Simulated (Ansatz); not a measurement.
**MnO2: band structure with PBEsol**

The system is MnO2.

```
CELL_PARAMETERS angstrom
2.85658 0.00000 0.00000
-1.42829 2.47387 0.00000
0.00000 0.00000 4.60137
ATOMIC_POSITIONS crystal
Mn 0.00000 0.00000 0.50000
O 0.33333 0.66667 0.70629
O 0.66667 0.33333 0.29371
```

Measurements of this composition are mostly on another form, of space group No. 136.

```yaml
Program: Ansatz 0.2.0
Task: band structure
Functional: PBEsol
Potentials_or_basis: Ansatz PAW
Cutoff: "420 eV (not typed: the program's choice for these potentials)"
k_mesh: 11 × 11 × 6
Occupations: fermi-dirac, width 0.05 eV
Spin: collinear spin, ferromagnetic start
Starting_moments: "[4.0, 0.0, 0.0] μB"
Path: "[[\"G\", \"M\", \"K\", \"G\", \"A\", \"L\", \"H\", \"A\"], [\"L\", \"M\"], [\"K\", \"H\"]]"
Points_for_each_segment_of_the_path: 14
```

```json
{
 "Pressure": "-2.2 GPa",
 "Largest force": "0.164 eV/Å",
 "Band gap on the k mesh": "0.73 eV, indirect (least direct gap 0.79 eV)",
 "Band gap along the path": "0.72 eV, indirect (least direct gap 0.79 eV)",
 "Net moment": "3.00 μB per cell",
 "Absolute moment": "3.04 μB per cell",
 "Site moments": "Mn +2.49; O +0.05 μB"
}
```

Forces on the atoms (eV/Å):
```
Mn   0.000  0.000  0.000
O    0.000  0.000 -0.164
O    0.000  0.000  0.164
```

Stress tensor (GPa, compression positive):
```
-2.94  0.00  0.00
 0.00 -2.94  0.00
 0.00  0.00 -0.57
```

Levels at the corners of the path, in eV from the valence-band top:
Spin up:
```
point  band 12  band 13  band 14  band 15  band 16  band 17  band 18  band 19
    Γ    -1.51    -1.51    -1.26    -0.38     2.82     2.82     6.90    10.09
    M    -2.56    -1.84    -1.79    -0.99     2.09     2.72    11.47    12.61
    K    -2.88    -2.19    -0.74    -0.74     1.89     1.89    12.99    13.75
    Γ    -1.51    -1.51    -1.26    -0.38     2.82     2.82     6.90    10.09
    A    -2.41    -1.55    -1.55    -0.07     2.87     2.87     8.97     9.26
    L    -1.92    -1.84    -1.83    -1.11     2.10     2.63    10.70    12.82
    H    -3.19    -2.16    -0.86    -0.86     2.16     2.16    12.35    14.74
    A    -2.41    -1.55    -1.55    -0.07     2.87     2.87     8.97     9.26
    L    -1.92    -1.84    -1.83    -1.11     2.10     2.63    10.70    12.82
    M    -2.56    -1.84    -1.79    -0.99     2.09     2.72    11.47    12.61
    K    -2.88    -2.19    -0.74    -0.74     1.89     1.89    12.99    13.75
    H    -3.19    -2.16    -0.86    -0.86     2.16     2.16    12.35    14.74
```
Spin down:
```
point  band 8  band 9  band 10  band 11  band 12  band 13  band 14  band 15  band 16  band 17
    Γ   -5.15   -5.15    -1.42    -1.42    -1.08     0.73     0.73     2.36     4.19     4.19
    M   -4.41   -4.32    -3.27    -2.92    -2.36     1.05     1.51     1.82     3.68     4.15
    K   -5.29   -4.91    -2.98    -2.98    -2.71     1.05     1.94     1.94     3.47     3.47
    Γ   -5.15   -5.15    -1.42    -1.42    -1.08     0.73     0.73     2.36     4.19     4.19
    A   -5.13   -4.71    -2.44    -1.47    -1.47     0.72     0.72     2.49     4.24     4.24
    L   -4.81   -4.38    -3.11    -2.82    -1.71     1.02     1.50     1.80     3.66     4.08
    H   -5.47   -4.69    -3.01    -2.79    -2.79     1.13     1.91     1.91     3.65     3.65
    A   -5.13   -4.71    -2.44    -1.47    -1.47     0.72     0.72     2.49     4.24     4.24
    L   -4.81   -4.38    -3.11    -2.82    -1.71     1.02     1.50     1.80     3.66     4.08
    M   -4.41   -4.32    -3.27    -2.92    -2.36     1.05     1.51     1.82     3.68     4.15
    K   -5.29   -4.91    -2.98    -2.98    -2.71     1.05     1.94     1.94     3.47     3.47
    H   -5.47   -4.69    -3.01    -2.79    -2.79     1.13     1.91     1.91     3.65     3.65
```

Wall time 15 s on 2 threads of Intel(R) Xeon(R) Processor @ 2.50GHz (Skylake/Cascade Lake), on a shared host, peak memory 0.41 GiB.

Caveat: the pressure holds a Pulay correction of +0.8 GPa for the finite cutoff; a cell with one magnetic atom can't hold antiferromagnetic order, which such compounds often take; the PAW data sets come from PBE, with cores solved anew for the run's functional, which leaves a small shift of forces and pressure.
